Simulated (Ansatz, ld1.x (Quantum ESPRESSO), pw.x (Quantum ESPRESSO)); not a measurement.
# pw.x on fcc Si: one setting changed

Potential: norm-conserving RRKJ (Kleinman–Bylander form), ld1.x (Quantum ESPRESSO) 7.5, LDA (PW92); core [Ne], reference 3s2 3p2; waves: 3p (bound): rc 1.85 bohr; 3d channel at 0.05 Ry: rc 1.85 bohr; 3s (bound): rc 1.75 bohr; local part: the s channel; core correction: none; rho0 0.01.

The reference run (k-mesh 15³, cutoffs 50/200 Ry, Fermi–Dirac 0.01 Ry, mixing_beta 0.4, conv_thr 1e-9, no spin) gives -0.15 GPa at 13.850 Å³/atom, where all-electron LAPW gives 0.45 GPa. This run, with its own iteration cap, changes mixing_mode to local-TF.

```
&control
  calculation='scf', prefix='x', pseudo_dir='./', outdir='./tmp', tstress=.true., disk_io='none'
/
&system
  ibrav=0, nat=1, ntyp=1, ecutwfc=50, ecutrho=200, nbnd=9,
  occupations='smearing', smearing='fd', degauss=0.01
/
&electrons
  conv_thr=1e-09, mixing_beta=0.4, electron_maxstep=50, mixing_mode='local-TF'
/
ATOMIC_SPECIES
Si 1.0 Si.UPF
CELL_PARAMETERS angstrom
  0.00000000 1.90607474 1.90607474
  1.90607474 0.00000000 1.90607474
  1.90607474 1.90607474 0.00000000
ATOMIC_POSITIONS crystal
Si 0.0000 0.0000 0.0000
K_POINTS automatic
15 15 15 0 0 0
```

```bash
pw.x < Si.scf.in > Si.scf.out
```

**Question.** How does the run end?

**Answer.** It converges in 6 iterations; the free energy moves by +0.0 meV/atom and the pressure by +0.00 GPa. The result is that of the reference run.

```
Message from routine setup:
     using ibrav=0 with symmetry is DISCOURAGED, use correct ibrav instead
     lattice parameter (alat)  =       5.0939  a.u.
     unit-cell volume          =      93.4644 (a.u.)^3
     number of electrons       =         4.00
     number of Kohn-Sham states=            9
     kinetic-energy cutoff     =      50.0000  Ry
     charge density cutoff     =     200.0000  Ry
     scf convergence threshold =      1.0E-09
     Exchange-correlation= PW
     number of k points=   120  Fermi-Dirac smearing, width (Ry)=  0.0100
     iteration #  1     ecut=    50.00 Ry     beta= 0.40
     total energy              =      -7.90629762 Ry
     estimated scf accuracy    <       0.00401978 Ry
     iteration #  2     ecut=    50.00 Ry     beta= 0.40
     total energy              =      -7.90565973 Ry
     estimated scf accuracy    <       0.00198591 Ry
     iteration #  3     ecut=    50.00 Ry     beta= 0.40
     total energy              =      -7.90572628 Ry
     estimated scf accuracy    <       0.00000136 Ry
     iteration #  4     ecut=    50.00 Ry     beta= 0.40
     total energy              =      -7.90572748 Ry
     estimated scf accuracy    <       0.00000084 Ry
     iteration #  5     ecut=    50.00 Ry     beta= 0.40
     total energy              =      -7.90572751 Ry
     estimated scf accuracy    <          1.5E-09 Ry
     iteration #  6     ecut=    50.00 Ry     beta= 0.40
     the Fermi energy is    11.1301 ev
!    total energy              =      -7.90572751 Ry
     estimated scf accuracy    <          9.6E-11 Ry
     smearing contrib. (-TS)   =      -0.00196623 Ry
     The total energy is F=E-TS. E is the sum of the following terms:
     one-electron contribution =       4.72225671 Ry
     hartree contribution      =       0.02884299 Ry
     xc contribution           =      -2.47182046 Ry
     ewald contribution        =     -10.18304053 Ry
     convergence has been achieved in   6 iterations
          total   stress  (Ry/bohr**3)                   (kbar)     P=       -1.44
     Message from routine punch:
     Nothing written, as per user request (disk_io='none')
```

The run took about 5.7 s on one core of a shared host (Neoverse-V2, 96 threads, 742 GiB, load 69).
